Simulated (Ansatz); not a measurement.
# MgS (P6_3mc) in Ansatz: further runs

Runs on MgS. Level: PBEsol. Tasks: phonons, elastic constants.

All numbers are computed with Ansatz 0.2.0; they aren't measurements. Logs are shortened: lines on timing, memory, paths and dates and some standing lists are left out, and cuts for length are marked.

## Step 1: Starting point

It takes space group P6_3mc (No. 186, hexagonal). Conventional cell: a = 4.035 Å, b = 4.035 Å, c = 6.432 Å, α = 90.00°, β = 90.00°, γ = 120.00°. S (site symmetry 3m) is surrounded by 4 Mg at 2.45 to 2.47 Å. Mg (site symmetry 3m) has 4 S at 2.45 to 2.47 Å as nearest neighbours.

The cell comes from a database or a generator and needn't be the stable form of this composition.

## Step 2: Phonons, PBEsol

Contents of input.yaml:

```yaml
crystal:
  lattice:
    - [4.0346224068, 0.0, 0.0]
    - [-2.0173112034, 3.494085499, 0.0]
    - [0.0, 0.0, 6.43229418]
  atoms:
    - { symbol: S, position: [0.6666666667, 0.3333333333, 0.87924415] }
    - { symbol: S, position: [0.3333333333, 0.6666666667, 0.37924415] }
    - { symbol: Mg, position: [0.3333333333, 0.6666666667, 0.99575485] }
    - { symbol: Mg, position: [0.6666666667, 0.3333333333, 0.49575485] }
hamiltonian:
  xc: pbesol
  pseudopotentials: { kind: paw }
kpoints:
  mp_grid: { grid: [6, 6, 4] }
scf:
  occupations: { method: fixed }
phonons:
  method: dfpt
  dielectric: true
  rigid_motions: translations
```

Potentials or basis: Ansatz PAW.

Command:

```sh
> ansatz run input.yaml --threads 2 --pin off --max-ram 5632MiB --backend cpu --events-out ev --progress --plain --runs-dir out
```

Standard output:

```text
Warning: RAYON_NUM_THREADS=2 ignored (pool sized by the plan → 2); use --threads N
Engine: ansatz 0.2.0, x86_64-unknown-linux-gnu
Pseudopotentials: kind: paw
Pseudopotential: S, paw, valence charge 6, recommended cutoff 420 eV (normal), S.paw.azcp
Pseudopotential: Mg, paw, valence charge 10, recommended cutoff 420 eV (normal), Mg.paw.azcp
Functional definition: PBEsol
  exchange = pbesol_x
  correlation = pbesol_c
Crystal: 4 atoms, lattice volume = 90.678 Å³
Basis set: ecut = 420 eV, 1785 PW (Γ), exchange–correlation on 54×54×96 points (8 copies of the dense FFT grid, shifted against one another)
Bands: 20, of which v1, the nominal top of the filled ones, is band 16 counted from 1 (15 counted from 0)
Symmetry: 12 space group operations
k-points: 47 of 144 (irreducible under 2 space group operations, time reversal used)
Non-local potential: S, projectors of the file, l = 0: 2, l = 1: 2, l = 2: 2
Non-local potential: Mg, projectors of the file, l = 0: 3, l = 1: 2, l = 2: 1
PAW form: soft (Blöchl's): semilocal exchange-correlation on the pseudo side does not see the compensation charge
PAW frozen core: S, regenerated for the run's functional, and the local potential with it (the file was generated under x = pbe(κ = 0.804, μ = 0.2195149727645171), c = pbe(β = 0.06672455060314922))
PAW frozen core: Mg, regenerated for the run's functional, and the local potential with it (the file was generated under x = pbe(κ = 0.804, μ = 0.2195149727645171), c = pbe(β = 0.06672455060314922))
PAW one-centre angular grid: S, 110 points (default); XC on 64 Gauss nodes
PAW one-centre angular grid: Mg, 110 points (default); XC on 64 Gauss nodes
Initial density: superposition of atomic densities (neutral atoms: chi_scale 0, normalization atom), corrected by the library's trained network
Initial wavefunctions: pseudopotential atomic-orbital guess
Functional: x = pbesol(κ = 0.804, μ = 0.12345679012345678), c = pbesol(β = 0.046)
SCF iter   1: F=—  HF=-5599.568586 eV  |F-HF|=—  |Δ(HF+E_count)|=         —  Δρ=3.02e-3  dr2=1.42e-2  ethr=1.77e-3  ⟨swp⟩=5.0  Hψ=4025  notcnv=0  defer=86
preconditioner: auto → Resta (q_TF=auto, 2.294 Å⁻¹)  ε∞=3.6  [insulator: Δε(μ)=3.225 eV  Ē_g=9.681 eV  n_scr=22 (ndim 8)  ℏωp=15.6 eV  f_vac=0.037  ε∞_Penn≈3.6]
SCF iter   2: F=—  HF=-5599.561108 eV  |F-HF|=—  |Δ(HF+E_count)|=   7.48e-3  Δρ=1.53e-3  dr2=3.51e-3  ethr=4.44e-5  ⟨swp⟩=2.1  Hψ=1772  notcnv=0  defer=93
SCF iter   3: F=—  HF=-5599.560324 eV  |F-HF|=—  |Δ(HF+E_count)|=   7.84e-4  Δρ=4.31e-4  dr2=1.13e-4  ethr=1.10e-5  ⟨swp⟩=3.0  Hψ=1789  notcnv=0  defer=93
SCF iter   4: F=—  HF=-5599.560344 eV  |F-HF|=—  |Δ(HF+E_count)|=   2.01e-5  Δρ=2.06e-4  dr2=3.71e-5  ethr=3.55e-7  ⟨swp⟩=2.0  Hψ=1700  notcnv=0  defer=93
SCF iter   5: F=—  HF=-5599.560332 eV  |F-HF|=—  |Δ(HF+E_count)|=   1.17e-5  Δρ=8.63e-5  dr2=7.63e-6  ethr=1.16e-7  ⟨swp⟩=3.0  Hψ=1974  notcnv=0  defer=2
SCF iter   6: F=—  HF=-5599.560332 eV  |F-HF|=—  |Δ(HF+E_count)|=   3.75e-7  Δρ=8.75e-6  dr2=1.09e-7  ethr=2.38e-8  ⟨swp⟩=2.0  Hψ=1598  notcnv=0  defer=2
SCF iter   7: F=—  HF=-5599.560332 eV  |F-HF|=—  |Δ(HF+E_count)|=   5.23e-7  Δρ=2.22e-6  dr2=5.93e-9  ethr=3.40e-10  ⟨swp⟩=2.0  Hψ=1589  notcnv=0  defer=1
SCF iter   8: F=—  HF=-5599.560332 eV  |F-HF|=—  |Δ(HF+E_count)|=   7.41e-9  Δρ=5.65e-7  dr2=3.10e-10  ethr=1.85e-11  ⟨swp⟩=2.0  Hψ=1270  notcnv=0  defer=1
SCF iter   9: F=-5599.560332 eV  HF=-5599.560332 eV  |F-HF|=5.46e-12  |Δ(HF+E_count)|=  9.28e-11  Δρ=6.77e-8  dr2=6.23e-12  ethr=1.00e-12  ⟨swp⟩=7.0  Hψ=5309  notcnv=0
SCF 1 converged in 9 iterations: F = -5599.560332 eV  dr2 = 6.23e-12
DFPT response loops at Γ: preconditioner auto → Resta (q_TF=auto, 2.294 Å⁻¹)  ε∞=4.3 (no band partly filled); β = 1.00, the filter's whole step (`scf.mixing.beta` (0.50) is not read by the response loops at its default; to damp them type it under 1.00, their step now; it binds the ground state too); Broyden in place of MSR1
── the response to a field inside a basis, on 6×6×4 k-points: an SCF that follows is theirs, and a resumed run solves both again ──
Bands: 17, of which v1, the nominal top of the filled ones, is band 16 counted from 1 (15 counted from 0)
k-points: 24 of 144 (irreducible under 4 space group operations, time reversal used)
Initial density: handed on by an earlier stage of this run
Initial wavefunctions: pseudopotential atomic-orbital guess (no wavefunctions were taken with the density)
Eigensolver: Dense (24 Hₖ)
SCF iter   1: F=—  HF=-5599.556845 eV  |F-HF|=—  |Δ(HF+E_count)|=         —  Δρ=1.03e-4  dr2=1.82e-6  ethr=1.00e-1
preconditioner: auto → Resta (q_TF=auto, 2.294 Å⁻¹)  ε∞=4.2  [insulator: Δε(μ)=3.878 eV  Ē_g=8.680 eV  n_scr=22 (ndim 8)  ℏωp=15.6 eV  f_vac=0.033  ε∞_Penn≈4.2]
SCF iter   2: F=—  HF=-5599.556847 eV  |F-HF|=—  |Δ(HF+E_count)|=   2.42e-6  Δρ=5.52e-5  dr2=5.52e-7  ethr=5.68e-9
SCF iter   3: F=-5599.556848 eV  HF=-5599.556848 eV  |F-HF|=7.61e-9  |Δ(HF+E_count)|=   9.99e-7  Δρ=2.20e-6  dr2=6.51e-9  ethr=1.73e-9
SCF 1 converged in 3 iterations: F = -5599.556848 eV  dr2 = 6.51e-9
DFPT response loops at Γ: preconditioner auto → Resta (q_TF=auto, 2.294 Å⁻¹)  ε∞=3.9 (no band partly filled); β = 1.00, the filter's whole step (`scf.mixing.beta` (0.50) is not read by the response loops at its default; to damp them type it under 1.00, their step now; it binds the ground state too); Broyden in place of MSR1
WARN: field response: ε∞ stands inside a basis, on 6×6×4 points; the force constants stand on the 6×6×4 k-mesh, whose period is 13.20 times the interband length at k = (0.0000, 0.0000, 0.0000), direct gap 3.268 eV, under 14: take them and everything formed from them as unconverged, and compare with a denser kpoints.mp_grid
SCF converged after 9 iterations
Free energy (F): -5599.560332 eV
Harris-Foulkes:  -5599.560332 eV  (|F-HF|=5.46e-12)
Internal energy: -5599.560332 eV  (E = F + TS)
E sigma→0 (E₀):  -5599.560332 eV
Fermi energy:    3.204398 eV
--- Per-component energies (eV) ---
  E_band       = -738.489333
  E_kinetic    = 367.417491
  E_local      = -3771.497317  (includes V_loc(G=0)·N_el)
  E_nonlocal   = 248.867935
  E_hartree    = 1365.537188
  E_xc         = -251.063858
  E_vxc        = -251.049093  (∫ρ·V_xc dr)
  E_paw        = -1730.825053  (= ΣΔE_a)
  E_vpaw       = -63.302677  (= ΣTr[D̂ρ^β])
  E_aug_tail   = -0.000003  (compensation charges beyond the density's cutoff)
  E_ewald      = -1828.238337
  E_core_change = 0.241623  (= ΣΔE_core)
  E_smearing   = -0.000000  (= −TS)
  E_closure    = 0.000000  (closes the sum)
  Σ components = -5599.560332   (vs F -5599.560332, Δ=0.00e0)
--- Band table (eV; the first three rows and the last of 47) ---
  k-point 0: bands = ["-70.3365", "-70.3365", "-37.2854", "-37.2826", "-37.2789", "-37.2789", "-37.2784", "-37.2784", "-8.2094", "-7.4636", "-0.0680", "2.6186", "2.6186", "3.0415", "3.0415", "3.2044", "6.4722", "7.7539", "10.5634", "10.5634"]
  k-point 1: bands = ["-70.3365", "-70.3365", "-37.2850", "-37.2830", "-37.2788", "-37.2788", "-37.2784", "-37.2784", "-8.1142", "-7.5898", "0.2952", "2.4744", "2.6770", "2.6770", "2.9759", "2.9759", "7.1739", "7.8971", "10.5222", "10.5222"]
  k-point 2: bands = ["-70.3365", "-70.3365", "-37.2840", "-37.2840", "-37.2786", "-37.2786", "-37.2786", "-37.2786", "-7.8671", "-7.8671", "1.2523", "1.2523", "2.8229", "2.8229", "2.8229", "2.8229", "7.9723", "7.9723", "10.6766", "10.6766"]
  k-point 46: bands = ["-70.3365", "-70.3364", "-37.2842", "-37.2836", "-37.2803", "-37.2801", "-37.2795", "-37.2791", "-7.4986", "-7.3100", "0.2597", "0.5467", "1.4600", "1.8925", "2.1365", "2.6204", "8.1255", "8.8883", "9.4386", "10.1301"]
--- Phonons (Γ-DFPT): 4 representative perturbations + reference, on 47 of 144 k-points (Σ response iterations 12) ---
  k mesh reduced under 2 symmetry operations, with k and −k counted as one. Each operation leaves every solved perturbation unchanged. A smaller set is not considered because the run solves the response to a homogeneous field
  ASR residual: 2.716e-5 → 0.000e0 eV/Å²; symmetrization residual: 3.780e-6 eV/Å²
  ASR residual per site (eV/Å²): 2.72e-5 2.72e-5 9.31e-6 9.31e-6
  Γ frequencies (cm⁻¹): 0.00 0.00 0.00 87.31 87.31 258.93 306.62 316.32 331.89 331.89 337.13 337.13
  ε∞ (high-frequency dielectric tensor):
        4.093802     0.000000    -0.000000
        0.000000     4.093802     0.000000
       -0.000000    -0.000000     4.220765
  ε⁰ (static dielectric tensor: ions relaxed, cell fixed):
        6.533500    -0.000000     0.000000
       -0.000000     6.533500     0.000000
        0.000000     0.000000     7.421183
  ε⁰ − ε∞ (ionic part):
        2.439698    -0.000000     0.000000
       -0.000000     2.439698     0.000000
        0.000000     0.000000     3.200418
  softest optical mode at Γ: 87.31 cm⁻¹; the repairs (sum rule, projections) moved no ω² at Γ by more than (0.86 cm⁻¹)²
  Born effective charges Z* (e; rows j = field, columns β = displacement):
    site 0:
        -1.87936   -0.00000    0.00000
        -0.00000   -1.87936   -0.00000
        -0.00000   -0.00000   -1.95773
    site 1:
        -1.87936   -0.00000   -0.00000
        -0.00000   -1.87936    0.00000
         0.00000    0.00000   -1.95773
    site 2:
         1.87936    0.00000   -0.00000
         0.00000    1.87936   -0.00000
         0.00000   -0.00000    1.95773
    site 3:
         1.87936    0.00000    0.00000
         0.00000    1.87936    0.00000
        -0.00000    0.00000    1.95773
  Z* charge neutrality: 8.315e-3 e pre-enforcement
  solved inside a basis spanned on kpoints, on 6×6×4 k-points, its susceptibility summed on 10×10×6: ε∞ is read to err by 1.3e-2, Z* by 1.5e-2 e (field_mesh: kpoints solves on kpoints); Z* is corrected for what the basis lacks
  optical modes at Γ without the LO–TO term, one row a degenerate level:
      ω (cm⁻¹)  modes    IR ((D/Å)²/amu)
         87.31      2             0.0000
        258.93      1             0.0000
        306.62      1            12.7923
        316.32      1             0.0000
        331.89      2             0.0000
        337.13      2            23.5773
  optical modes at Γ + LO–TO along q̂ = [1.0000, 0.0000, 0.0000]:
      ω (cm⁻¹)  modes    IR ((D/Å)²/amu)
         87.31      2             0.0000
        258.93      1             0.0000
        306.62      1            12.7923
        316.32      1             0.0000
        331.89      2             0.0000
        337.13      1            11.7886
        425.89      1            11.7886
  optical modes at Γ + LO–TO along q̂ = [0.0000, 1.0000, 0.0000]:
      ω (cm⁻¹)  modes    IR ((D/Å)²/amu)
         87.31      2             0.0000
        258.93      1             0.0000
        306.62      1            12.7923
        316.32      1             0.0000
        331.89      2             0.0000
        337.13      1            11.7886
        425.89      1            11.7886
  optical modes at Γ + LO–TO along q̂ = [0.0000, 0.0000, 1.0000]:
      ω (cm⁻¹)  modes    IR ((D/Å)²/amu)
         87.31      2             0.0000
        258.93      1             0.0000
        316.32      1             0.0000
        331.89      2             0.0000
        337.13      2            23.5773
        406.57      1            12.7923
```

Wall time 19 s (2 threads of AMD EPYC 9R45 (Zen 5), shared host); peak memory 0.75 GiB.

What came out:

| Quantity | Value |
| --- | --- |
| Free energy | -5599.5603 eV |
| Band gap on the k mesh | 3.27 eV, direct |
| Electronic dielectric tensor (diagonal) | 4.09, 4.09, 4.22 |
| Born charges (mean of the diagonal) | S -1.91; Mg +1.91 e |
| Highest phonon frequency at Γ, LO-TO splitting left out | 337 cm⁻¹ |
| Static dielectric tensor (diagonal) | 6.53, 6.53, 7.42 |

Levels at points of the mesh, in eV from the valence-band top:
```
             k point  band 14  band 15  band 16  band 17  band 18  band 19
  (0.00, 0.00, 0.00)    -0.16    -0.16     0.00     3.27     4.55     7.36
 (0.00, 0.00, -0.50)    -0.38    -0.38    -0.38     4.77     4.77     7.47
 (0.00, -0.50, 0.00)    -1.26    -0.95    -0.48     4.57     5.05     5.67
(0.00, -0.50, -0.50)    -0.91    -0.82    -0.82     4.49     4.49     6.17
 (-0.50, 0.00, 0.00)    -1.26    -0.95    -0.48     4.57     5.05     5.67
(-0.50, 0.00, -0.50)    -0.91    -0.82    -0.82     4.49     4.49     6.17
```

Phonon frequencies in cm⁻¹ (negative: imaginary):
```tsv
q point	frequencies
(0.000, 0.000, 0.000)	0 0 0 87 87 259 307 316 332 332 337 337
```

Electronic dielectric tensor:
```
4.09 0.00 0.00
0.00 4.09 0.00
0.00 0.00 4.22
```

Born effective charge tensors (e):
atom 1, S
```
-1.88  0.00  0.00
 0.00 -1.88  0.00
 0.00  0.00 -1.96
```
atom 2, S
```
-1.88  0.00  0.00
 0.00 -1.88  0.00
 0.00  0.00 -1.96
```
atom 3, Mg
```
1.88 0.00 0.00
0.00 1.88 0.00
0.00 0.00 1.96
```
atom 4, Mg
```
1.88 0.00 0.00
0.00 1.88 0.00
0.00 0.00 1.96
```

Static dielectric tensor, electrons and zone-centre modes:
```
6.53 0.00 0.00
0.00 6.53 0.00
0.00 0.00 7.42
```

Caveat: the PAW data sets come from PBE, with cores solved anew for the run's functional, which leaves a small shift of forces and pressure.

## Step 3: Elastic constants, PBEsol

input.yaml, as its differences from that of step 2:

```diff
@@ -17,5 +17,7 @@
   occupations: { method: fixed }
-phonons:
-  method: dfpt
-  dielectric: true
-  rigid_motions: translations
+output:
+  forces: true
+  stress: true
+elastic:
+  mode: relaxed_ion
+  stencil: two_point
```

Potentials or basis: Ansatz PAW.

Command:

```sh
> ansatz run input.yaml --threads 2 --pin off --max-ram 5632MiB --backend cpu --events-out ev --progress --plain --runs-dir out
```

Run time: 24 s. Hardware: 2 threads of AMD EPYC 9R45 (Zen 5), shared host; peak memory 0.47 GiB.

Results (log left out):

- Free energy: -5599.5607 eV
- Pressure: -0.3 GPa
- Band gap on the k mesh: 3.28 eV, direct
- Voigt bulk modulus: 56 GPa

Levels at points of the mesh, in eV from the valence-band top:
| k point | band 14 | band 15 | band 16 | band 17 | band 18 | band 19 |
| --- | --- | --- | --- | --- | --- | --- |
| (0.00, 0.00, 0.00) | -0.14 | -0.14 | 0.00 | 3.28 | 4.57 | 7.38 |
| (0.00, 0.00, -0.50) | -0.36 | -0.36 | -0.36 | 4.78 | 4.78 | 7.49 |
| (0.00, -0.50, 0.00) | -1.25 | -0.95 | -0.46 | 4.59 | 5.06 | 5.68 |
| (0.00, -0.50, -0.50) | -0.89 | -0.81 | -0.81 | 4.50 | 4.50 | 6.19 |

Elastic tensor in Voigt notation (GPa, in the Cartesian axes of the cell as first typed):
```
83 48 42  0  0  0
48 83 42  0  0  0
42 42 76  0  0  0
 0  0  0 18  0  0
 0  0  0  0 18  0
 0  0  0  0  0 18
```

Caveat: the PAW data sets come from PBE, with cores solved anew for the run's functional, which leaves a small shift of forces and pressure.
